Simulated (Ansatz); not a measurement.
# Al2O3: experiment and calculation

**What was measured.**

From “Effects of physical and chemical pressure on charge density wave transitions in LaAg1-xAuxSb2 single crystals”, 2022, arxiv:2211.11873, for a powder of Al2O3: lattice constant a 4.7586 ± 0.0002 Å.

From “New Sustainable Multilayered Membranes Based on ZrVTi for Hydrogen Purification”, 2022, pmc:9317777, for a ceramic of Al2O3 at 300 K: lattice constant c 13.007 ± 0.001 Å.

“Multi-petahertz electron interference in Cr:Al2O3 solid-state material”, 2018, pmc:5906618 quotes, for a bulk crystal of Al2O3: band gap 8.7 eV (optical).

From a printed reference work, data compilation, for a bulk crystal of Al2O3: bulk modulus 252.9 GPa.

The runs below are set against these values where they give the same quantity.

Method: Ansatz 0.2.0, DFT r2SCAN, scalar-relativistic, plane waves, PAW.

Plane waves to 500 eV, a k mesh through Γ of 6×6×6 on the computed 10-atom cell and Gaussian smearing (0.02 eV); no spin polarisation.

Relaxed structure, symmetry kept:

```
Al O
1.0
     2.37947    1.37379    4.33176
    -2.37947    1.37379    4.33176
     0.00000   -2.74757    4.33176
Al O
4 6
Direct
  0.35192 0.35192 0.35192
  0.14808 0.14808 0.14808
  0.64808 0.64808 0.64808
  0.85192 0.85192 0.85192
  0.55634 0.94366 0.25000
  0.25000 0.55634 0.94366
  0.94366 0.25000 0.55634
  0.44366 0.05634 0.75000
  0.75000 0.44366 0.05634
  0.05634 0.75000 0.44366
```

| Item | Value |
| --- | --- |
| Space group | R-3c (No. 167) |
| Volume per atom | 57.3 bohr³ |
| Formation energy from the elements' standard states (uncorrected) | -3.308 eV/atom |
| Generalised Kohn–Sham band gap | 7.14 eV, direct at Γ |
| Löwdin character of the top 1 eV of the valence band | O 2p 96 % |
| Löwdin character of the lowest 1 eV of the conduction band | Al 3s 40 %, O 2s 37 %, Al 3p 15 % |
| Electron masses at the edge by Cartesian direction of the standard setting (m_e; degenerate bands sorted by energy; no spin-orbit coupling) | x: 0.38; y: 0.38; z: 0.41 |
| Hole masses at the edge by Cartesian direction of the standard setting (m_e; degenerate bands sorted by energy; no spin-orbit coupling) | x: 5.9; y: 5.9; z: 0.36 |
| Bulk modulus | 256 GPa |
| Its pressure derivative | 3.9 |
| Electronic dielectric constant xx, yy, zz of the standard setting (independent particles) | 3.1, 3.1, 3.0 |
| Bader charges (e) | Al (4 in the cell) 2.59, O (6 in the cell) -1.73 |

Measured lattice constant a of Al2O3: 4.7586 Å (powder; the paper above). This calculation gives 4.759 Å (0.0 %). 2 values of this kind are on record (4.7586 to 4.763 Å); this one was drawn at random, those with a stated uncertainty first. Against the measured lattice constant c of Al2O3, 13.007 Å (300 K; ceramic; the paper above), the calculated 12.995 Å is off by -0.1 %. 2 values of this kind are on record in papers (12.9903 to 13.007 Å); this one was drawn at random among those near their median, those with a stated uncertainty first. The calculation is for 0 K without zero-point motion. Against the measured band gap of Al2O3, 8.7 eV (optical; quoted in the paper above), the calculated 7.14 eV is off by -1.56 eV. Kohn–Sham gaps of semilocal functionals fall short of measured ones as a rule. Measured bulk modulus of Al2O3: 252.9 GPa (a printed reference work, data compilation). This calculation gives 256 GPa (+1.3 %). Measured high-frequency dielectric constant of Al2O3: 3.042 (300 K; “Anisotropic dielectric functions, band-to-band transitions, and critical points in \alpha-Ga2O3”, 2021, arxiv:2101.06595). This calculation gives 3.04 (+0.1 %). 2 values of this kind are on record (3.042 to 3.068); this one was drawn at random. Local fields are left out.